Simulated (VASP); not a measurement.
# Ge: self-consistent run, by functional and exact exchange

Ge, Fd-3m (no. 227), 2 atoms in the cell.

| Functional | Exact exchange | Pressure (GPa) | Gap on the mesh (eV) | Time (s) |
|---|---|---|---|---|
| B1WC | 0.16 | -0.89 | 0.971 | 281 |
| hAPBE | 0.2 | 1.48 | 1.307 | 314 |
| B3PW91 | 0.2 | 1.40 | 1.253 | 276 |
| B3P86 | 0.2 | 1.47 | 1.194 | 257 |
| X3LYP | 0.218 | 3.79 | 1.187 | 250 |
| APBE0 | 0.25 | 1.32 | 1.618 | 334 |
| PBEsol0 | 0.25 | -1.48 | 1.527 | 278 |
| PBE50 | 0.5 | -1.92 | 3.105 | 355 |

Limits: the k mesh is coarse, so the gap and the pressure can be far off.

## Input of the first row

INCAR.step1:
```
SYSTEM = Ge
PREC = Accurate ; ENCUT = 450
EDIFF = 1E-5 ; ISMEAR = 0
SIGMA = 0.02 ; LREAL = .False.
LASPH = .True. ; ALGO = Normal
NELM = 100 ; ISIF = 2
LWAVE = .True. ; LCHARG = .False.
GGA = PE
```

INCAR.step2:
```
SYSTEM = Ge
PREC = Accurate ; ENCUT = 450
EDIFF = 1E-6 ; ISMEAR = 0
SIGMA = 0.02 ; LREAL = .False.
LASPH = .True. ; ALGO = Normal
NELM = 100 ; ISIF = 2
LWAVE = .False. ; LCHARG = .False.
ISTART = 1 ; LHFCALC = .True.
AEXX = 0.16 ; PRECFOCK = Fast
GGA = LIBXC ; LIBXC1 = HYB_GGA_XC_B1WC
```

KPOINTS:
```
k-points
0
Gamma
  4 4 4
```

POSCAR:
```
Ge
1.0
    0.0000000000      2.8289100000      2.8289100000
    2.8289100000      0.0000000000      2.8289100000
    2.8289100000      2.8289100000      0.0000000000
Ge
2
Direct
    0.7500000000      0.7500000000      0.7500000000
    0.5000000000      0.5000000000      0.5000000000
```

Commands (each step's output is kept before the next begins):
```
cat potpaw_PBE.64/Ge_d/POTCAR > POTCAR
cp INCAR.step1 INCAR
mpirun -np 1 vasp_std > vasp.out
cp INCAR.step2 INCAR
mpirun -np 1 vasp_std > vasp.out
```

Changes of the last row against the first:
```
(step 2)
- AEXX = 0.16
- LIBXC1 = HYB_GGA_XC_B1WC
+ AEXX = 0.5
+ LIBXC1 = HYB_GGA_XC_PBE50
```

VASP 6.6.1 took 281 s on 1 core (AMD EPYC 7R43 (Zen 3)), a shared host.
